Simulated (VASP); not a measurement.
# Pt (Fm-3m) in VASP: density of states with PBEsol

Aim: the density of states of Pt with PBEsol.

Everything below comes from runs of VASP 6.6.1. Logs are shortened: lines on timing, memory, paths and dates and some standing lists are left out, and cuts for length are marked.

## (1) The structure

The structure is cubic, space group Fm-3m (No. 225). Conventional cell: a = 3.916 Å, b = 3.916 Å, c = 3.916 Å, α = 90.00°, β = 90.00°, γ = 90.00°. Pt (site symmetry m-3m) has 12 Pt at 2.77 Å as nearest neighbours.

## (2) Density of states, PBEsol

Input file POSCAR:

```
Pt                                      
1.0
    0.0000000000      1.9580469719      1.9580469719
    1.9580469719      0.0000000000      1.9580469719
    1.9580469719      1.9580469719      0.0000000000
  Pt            
     1
Direct
     0.0000000000000000    0.0000000000000000    0.0000000000000000
```

Input file INCAR.step1:

```
SYSTEM = Pt
PREC = Accurate
ENCUT = 520
EDIFF = 1E-7
ISMEAR = 0
SIGMA = 0.1
LREAL = .False.
LASPH = .True.
NELM = 80
ALGO = Normal
ISIF = 2
LWAVE = .False.
LCHARG = .True.
LMAXMIX = 4
GGA = PS
NBANDS = 11
```

Input file KPOINTS.step1:

```
Automatic mesh
0
Gamma
  18 18 18
  0 0 0
```

Input file INCAR.step2:

```
SYSTEM = Pt
PREC = Accurate
ENCUT = 520
EDIFF = 1E-7
ISMEAR = -5
SIGMA = 0.1
LREAL = .False.
LASPH = .True.
NELM = 80
ALGO = Normal
ISIF = 2
LWAVE = .False.
LCHARG = .False.
LMAXMIX = 4
GGA = PS
LORBIT = 11
NBANDS = 11
NEDOS = 1001
ICHARG = 11
```

Input file KPOINTS.step2:

```
Automatic mesh
0
Gamma
  27 27 27
  0 0 0
```

Potentials or basis: VASP PAW PBE potentials, release 64 (Pt).

Run with:

```bash
> cat potpaw_PBE.64/Pt/POTCAR > POTCAR
> cp INCAR.step1 INCAR
> cp KPOINTS.step1 KPOINTS
> mpirun -np 1 vasp_std > vasp.out
> cp INCAR.step2 INCAR
> cp KPOINTS.step2 KPOINTS
> mpirun -np 1 vasp_std > vasp.out
```

OUTCAR:

```text
SYSTEM = Pt
   PREC = Accurate
   ENCUT = 520
   EDIFF = 1E-7
   ISMEAR = -5
   LREAL = .False.
   LASPH = .True.
   NELM = 80
   ISIF = 2
   GGA = PS
   LORBIT = 11
   ICHARG = 11

 ion  position               nearest neighbor table
   1  0.000  0.000  0.000-

  LATTYP: Found a face centered cubic cell.
 ALAT       =     3.9160939438

  Lattice vectors:

 A1 = (   0.0000000000,   1.9580469719,   1.9580469719)
 A2 = (   1.9580469719,   0.0000000000,   1.9580469719)
 A3 = (   1.9580469719,   1.9580469719,   0.0000000000)

Analysis of symmetry for initial positions (statically):
=====================================================================
 Subroutine PRICEL returns:
 Original cell was already a primitive cell.

 Routine SETGRP: Setting up the symmetry group for a
 face centered cubic supercell.

 Subroutine GETGRP returns: Found 48 space group operations
 (whereof 48 operations were pure point group operations)
 out of a pool of 48 trial point group operations.

The static configuration has the point symmetry O_h .

Analysis of symmetry for dynamics (positions and initial velocities):
=====================================================================
 Subroutine PRICEL returns:
 Original cell was already a primitive cell.

 Routine SETGRP: Setting up the symmetry group for a
 face centered cubic supercell.

 Subroutine GETGRP returns: Found 48 space group operations
 (whereof 48 operations were pure point group operations)
 out of a pool of 48 trial point group operations.

The dynamic configuration has the point symmetry O_h .

 Subroutine INISYM returns: Found 48 space group operations
 (whereof 48 operations are pure point group operations),
 and found     1 'primitive' translations

----------------------------------------------------------------------------------------

                                     Primitive cell

  volume of cell :      15.0141

  direct lattice vectors                    reciprocal lattice vectors
     0.000000000  1.958046972  1.958046972    -0.255356489  0.255356489  0.255356489
     1.958046972  0.000000000  1.958046972     0.255356489 -0.255356489  0.255356489
     1.958046972  1.958046972  0.000000000     0.255356489  0.255356489 -0.255356489

  length of vectors
     2.769096583  2.769096583  2.769096583     0.442290413  0.442290413  0.442290413

  position of ions in fractional coordinates (direct lattice)
     0.000000000  0.000000000  0.000000000

  ion indices of the primitive-cell ions
   primitive index   ion index
                 1           1

----------------------------------------------------------------------------------------

 KPOINTS: Automatic mesh

Automatic generation of k-mesh.
 Grid dimensions read from file:
 generate k-points for:   27   27   27

 Generating k-lattice:

  Cartesian coordinates                     Fractional coordinates (reciprocal lattice)
    -0.009457648  0.009457648  0.009457648     0.037037037  0.000000000  0.000000000
     0.009457648 -0.009457648  0.009457648     0.000000000  0.037037037  0.000000000
     0.009457648  0.009457648 -0.009457648     0.000000000  0.000000000  0.037037037

  Length of vectors
     0.016381126  0.016381126  0.016381126

  Shift w.r.t. Gamma in fractional coordinates (k-lattice)
     0.000000000  0.000000000  0.000000000

 TETIRR: Found   2653 inequivalent tetrahedra from   118098

 Subroutine IBZKPT returns following result:
 ===========================================

 Found    560 irreducible k-points:

 Following reciprocal coordinates:
            Coordinates               Weight
  0.000000  0.000000  0.000000      1.000000
  0.037037  0.000000  0.000000      8.000000
  0.074074  0.000000  0.000000      8.000000
  0.111111  0.000000  0.000000      8.000000
  0.148148  0.000000  0.000000      8.000000
  0.185185  0.000000  0.000000      8.000000
[... 16 lines left out ...]
  0.333333  0.037037  0.000000     24.000000
  0.370370  0.037037  0.000000     24.000000
 [... further k-points ...]
   k-points           NKPTS =    560   k-points in BZ     NKDIM =    560   number of bands    NBANDS=     11
   number of dos      NEDOS =   1001   number of ions     NIONS =      1
   total plane-waves  NPLWV =  13824
   dimension x,y,z NGX =    24 NGY =   24 NGZ =   24
   dimension x,y,z NGXF=    48 NGYF=   48 NGZF=   48
   ions per type =               1
   NGX,Y,Z   is equivalent  to a cutoff of  14.41, 14.41, 14.41 a.u.
   NGXF,Y,Z  is equivalent  to a cutoff of  28.82, 28.82, 28.82 a.u.
 SYSTEM =  Pt
   PREC   = accura    normal or accurate (medium, high low for compatibility)
   ISTART =      0    job   : 0-new  1-cont  2-samecut
   ICHARG =     11    charge: 1-file 2-atom 10-const
   ISPIN  =      1    spin polarized calculation?
   LNONCOLLINEAR =      F non collinear calculations
   LSORBIT =      F    spin-orbit coupling
   LASPH  =      T    aspherical Exc in radial PAW
   ENCUT  =  520.0 eV  38.22 Ry    6.18 a.u.   5.15  5.15  5.15*2*pi/ulx,y,z
   NELM   =     80;   NELMIN=  2; NELMDL=  0     # of ELM steps
   EDIFF  = 0.1E-06   stopping-criterion for ELM
   LREAL  =      F    real-space projection
   EDIFFG = 0.1E-05   stopping-criterion for IOM
   NSW    =      0    number of steps for IOM
   IBRION =     -1    ionic relax: 0-MD 1-quasi-New 2-CG
   NFREE  =      0    steps in history (QN), initial steepest desc. (CG)
   ISIF   =      2    stress and relaxation
   ISYM   =      2    0-nonsym 1-usesym 2-fastsym
   POTIM  = 0.5000    time-step for ionic-motion
   TEBEG  =    0.0;   TEEND  =   0.0 temperature during run
   PSTRESS=    0.0 pullay stress
   NELECT =      10.0000    total number of electrons
   NUPDOWN=      -1.0000    fix difference up-down
   EMIN   =  10.00;   EMAX   =-10.00  energy-range for DOS
   EFERMI =   0.00;   METHOD = LEGACY
   ISMEAR =    -5;   SIGMA  =   0.10  broadening in eV -4-tet -1-fermi 0-gaus
   EFERMI_NEDOS =   21; number of points for ismear=-14 and -15
   IALGO  =     38    algorithm
   IMIX   =      4    mixing-type and parameters
     AMIX     =   0.40;   BMIX     =  1.00
     AMIX_MAG =   1.60;   BMIX_MAG =  1.00
  volume/ion in A,a.u.               =      15.01       101.32
  Fermi-wavevector in a.u.,A,eV,Ry     =   1.429689  2.701721 27.810472  2.044012
  Thomas-Fermi vector in A             =   2.549616
   LORBIT       =     11    0 simple, 1 ext, 2 COOP (PROOUT), +10 PAW based schemes
   GGA     = PS    functional components
   LHFCALC =     F    Hartree Fock is set to
   AEXX    =    0.0000 exact exchange contribution
   IVDW    =     0    specifies the selected vdW correction
   LEPSILON=     F    determine dielectric tensor
   LRPA    =     F    only Hartree local field effects (RPA)
 non-spin polarized calculation
 Fermi weights with tetrahedron method with Bloechl corrections
  energy-cutoff  :      520.00
  volume of cell :       15.01
 maximum number of plane-waves:       419
 NGX is ok and might be reduce to    24

 number of electron      10.0000000 magnetization

 Free energy of the ion-electron system (eV)
  ---------------------------------------------------
  ext. energy  EPLUGINS =         0.00000000
  ---------------------------------------------------
  free energy    TOTEN  =        -6.96342631 eV

  energy without entropy =       -6.96342631  energy(sigma->0) =       -6.96342631

 E-fermi :  11.1702     XC(G=0): -13.6548

 val. band max:       11.2060410414   @ k =   0.4444   0.1111   0.0000
 cond. band min:      11.0995395098   @ k =   0.4074   0.4074   0.0000
 fundamental gap:     -0.1065015316
 Fermi energy:        11.1702458216

 k-point     1 :       0.0000    0.0000    0.0000
  band No.  band energies     occupation
      1       0.8358      2.00000
      2       7.3478      2.00000
      3       7.3478      2.00000
      4       7.3478      2.00000
      5       9.5420      2.00000
      6       9.5420      2.00000
      7      25.7944      0.00000
      8      30.7766      0.00000
      9      30.7766      0.00000
     10      30.7766      0.00000
     11      36.0917      0.00000

 k-point     2 :       0.0370    0.0000    0.0000
  band No.  band energies     occupation
      1       0.8916      2.00000
      2       7.3219      2.00000
      3       7.3705      2.00000
      4       7.3705      2.00000
      5       9.5287      2.00000
      6       9.5287      2.00000
      7      25.8829      0.00000
      8      30.4542      0.00000
      9      30.8628      0.00000
     10      30.8628      0.00000
     11      36.4530      0.00000

 k-point     3 :       0.0741    0.0000    0.0000
  band No.  band energies     occupation
      1       1.0569      2.00000
      2       7.2493      2.00000
      3       7.4352      2.00000
      4       7.4352      2.00000
      5       9.4936      2.00000
      6       9.4936      2.00000
      7      26.1383      0.00000
      8      29.6738      0.00000
      9      31.1180      0.00000
     10      31.1180      0.00000
     11      37.2735      0.00000
[... 267 lines left out ...]
 k-point    23 :       0.3333    0.0370    0.0000
  band No.  band energies     occupation
      1       3.5659      2.00000
      2       7.5051      2.00000
      3       7.5878      2.00000
      4       7.6302      2.00000
      5      10.1474      2.00000
      6      10.4296      2.00000
      7      21.9678      0.00000
      8      26.8040      0.00000
      9      32.0768      0.00000
     10      33.1919      0.00000
     11      35.9023      0.00000

 k-point    24 :       0.3704    0.0370    0.0000
  band No.  band energies     occupation
      1       3.7192      2.00000
      2       7.4455      2.00000
      3       7.5373      2.00000
      4       8.1515      2.00000
      5      10.5164      2.00000
      6      10.7117      2.00000
      7      20.5866      0.00000
      8      26.3203      0.00000
      9      31.3596      0.00000
     10      32.2266      0.00000
     11      37.0041      0.00000

 [... further k-points ...]

------------------------ aborting loop because EDIFF is reached ----------------------------------------

  FORCE on cell =-STRESS in cart. coord.  units (eV):
  Direction    XX          YY          ZZ          XY          YZ          ZX
  --------------------------------------------------------------------------------------
  -------------------------------------------------------------------------------------
  Total        0.0230299      0.0230299      0.0230299      0.0000000     -0.0000000      0.0000000
  in kB        2.4575565      2.4575565      2.4575565      0.0000000     -0.0000000      0.0000000
  external PRESSURE =       2.4575565 kB  Pullay stress =       0.0000000 kB

 VOLUME and BASIS-vectors are now :
 -----------------------------------------------------------------------------
  energy-cutoff  :      520.00
  volume of cell :       15.01
      direct lattice vectors                 reciprocal lattice vectors
     0.000000000  1.958046972  1.958046972    -0.255356489  0.255356489  0.255356489
     1.958046972  0.000000000  1.958046972     0.255356489 -0.255356489  0.255356489
     1.958046972  1.958046972  0.000000000     0.255356489  0.255356489 -0.255356489

 POSITION                                       TOTAL-FORCE (eV/Angst)
 -----------------------------------------------------------------------------------
      0.00000      0.00000      0.00000         0.000000     -0.000000      0.000000
 -----------------------------------------------------------------------------------
    total drift:                               -0.000000      0.000000     -0.000000

  FREE ENERGIE OF THE ION-ELECTRON SYSTEM (eV)
  ---------------------------------------------------
  free  energy   TOTEN  =        -6.9634263141 eV

  energy  without entropy=       -6.9634263141  energy(sigma->0) =       -6.96342631

 total charge

# of ion       s       p       d       tot
------------------------------------------
    1        0.635   0.620   8.040   9.295
```

Run time: 2.1 min. Hardware: 1 thread of AMD EPYC 7R43 (Zen 3), shared host; peak memory 0.18 GiB.

What came out:

* Valence electrons inside the program's atomic spheres: Pt 9.29

States per cell in windows of 1 eV (zero at the Fermi level; states under -8 eV left out):
```
from (eV)  total  Pt1_d  Pt1_p  Pt1_s
     -8.0   0.36   0.13   0.03   0.15
     -7.0   1.23   0.84   0.07   0.20
     -6.0   1.11   0.89   0.08   0.04
     -5.0   1.37   1.14   0.11   0.02
     -4.0   1.86   1.56   0.14   0.04
     -3.0   1.21   1.03   0.09   0.02
     -2.0   1.27   1.14   0.06   0.02
     -1.0   1.38   1.29   0.03   0.01
      0.0   0.78   0.71   0.03   0.02
      1.0   0.27   0.18   0.05   0.03
      2.0   0.28   0.15   0.07   0.04
      3.0   0.25   0.11   0.08   0.04
      4.0   0.23   0.08   0.07   0.05
      5.0   0.29   0.09   0.06   0.11
      6.0   0.30   0.09   0.08   0.10
      7.0   0.34   0.08   0.11   0.09
```

Caveat: the PAW data sets were made with another functional, which shifts forces and pressure a little; tetrahedron occupations give inexact forces and stress in metals.
